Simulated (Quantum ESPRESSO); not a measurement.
# BaTiO3 (Barioperovskite) under changes of volume

One of the cells (12.867 Å³/atom); the others are scaled copies at fixed shape and fractional positions:

```
Ba Ti O
1.0
     3.98550    0.00000    0.00000
     0.00000    2.83690    2.84515
     0.00000   -2.83690    2.84515
Ba Ti O
1 1 3
Direct
  0.00000 0.00000 0.00000
  0.50000 0.51240 0.51240
  0.50000 0.99184 0.50524
  0.50000 0.50524 0.99184
  0.00000 0.48740 0.48740
```

* Program: Quantum ESPRESSO 7.5
* Functional: LDA
* Potentials or basis: GBRV 1.5 LDA
* Cutoff: 612 eV
* Density cutoff: 4898 eV
* k mesh: 7 × 7 × 7
* Occupations: fermi-dirac, width 0.05 eV
* Spin: no spin polarisation

```csv
volume (Å³/atom),energy over the lowest point (meV/atom),pressure (GPa),gap on the mesh (eV)
12.095,3.13,4.0,2.02
12.353,0.00,-0.3,1.97
12.610,3.31,-4.1,1.93
12.867,12.37,-7.4,1.89
13.125,26.58,-10.5,1.84
13.382,?,?,?
13.639,68.18,-15.5,1.76
```

**Question.** What does the run at 13.382 Å³/atom give?

**Answer.** Energy over the lowest point 45.34 meV/atom; pressure -13.1 GPa; gap on the mesh 1.80 eV.

Worked out: A Birch-Murnaghan fit of order 3 (a polynomial in V^(-2/3)) to the other rows has its minimum at 12.34 Å³/atom with B0 = V·E''(V) = 193 GPa and B' = 4.4 at fixed shape and positions, which overstates the stiffness. It gives 45.34 meV/atom at 13.382 Å³/atom, against the run's 45.34, and -dE/dV = -13.0 GPa, against -13.1. A straight line through the other rows of the gap, of slope -2.16 eV per unit of ln V, gives 1.80 eV, against the run's 1.80.

Energies are extrapolated to zero smearing.

Caveats: spin-orbit coupling is left out, which moves the levels of the heavy elements; an odd mesh through Γ misses points on the zone boundary, where band edges often lie.
